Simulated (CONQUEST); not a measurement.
Here is a CONQUEST 1.3 calculation.

The input Conquest_input:

```
IO.Title MnO2
IO.Coordinates coords.dat
IO.FractionalAtomicCoords T
IO.Iprint 2
IO.Iprint_init 1
General.NumberOfSpecies 3
General.PseudopotentialType hamann
General.FunctionalType 101
General.DifferentFunctional T
AtomMove.TypeOfRun static
AtomMove.FullStress T
Grid.GridCutoff 150
DM.SolutionMethod diagon
Diag.MPMesh T
Diag.GammaCentred T
Diag.MPMeshX 6
Diag.MPMeshY 4
Diag.MPMeshZ 4
Diag.kT 0.00099223
minE.SCTolerance 1e-6
SC.MaxIters 100
IO.AtomChargeOutput T
Spin.SpinPolarised T
Spin.FixSpin F
SC.LinearMixingFactor 0.3
SC.MaxPulay 8
%block ChemicalSpeciesLabel
1 54.940 Mn_1
2 54.940 Mn_2
3 16.000 O
%endblock
%block Mn_1
Atom.SpinNeUp 9.5000
Atom.SpinNeDn 5.5000
%endblock
%block Mn_2
Atom.SpinNeUp 6.5000
Atom.SpinNeDn 8.5000
%endblock
%block O
Atom.SpinNeUp 3.0000
Atom.SpinNeDn 3.0000
%endblock
```

coords.dat

```
    5.3981504138     0.0000000000     0.0000000000
    0.0000000000     8.6953367685     0.0000000000
    0.0000000000     0.0000000000     9.3498707844
6
  0.0000000000   0.5000000000   0.0000000000 1 T T T
  0.5000000000   0.5000000000   0.5000000000 2 T T T
  0.0000000000   0.7062925700   0.6666666670 3 T T T
  0.5000000000   0.7062925700   0.1666666670 3 T T T
  0.0000000000   0.2937074300   0.3333333330 3 T T T
  0.5000000000   0.2937074300   0.8333333330 3 T T T
```

Potentials or basis: PseudoDojo NC LDA, SZP, grid cutoff 150 Ha.

Command:

```console
$ Conquest
```

Task: What does it give for the largest force?

Result: 0.501 eV/Å.

Task: What does it give for the band gap on the k mesh?

Result: 0.89 eV.

Stress tensor (GPa, compression positive):
```
5.21 0.00 0.00
0.00 4.74 0.47
0.00 0.47 5.60
```

Caveat: the potentials were made for another functional, which shifts forces and pressure; the atomic basis is small; moments can come out somewhat high in this basis; the basis of atomic orbitals isn't converged, which shifts pressures, moduli and gaps. A k mesh can miss the band edges.
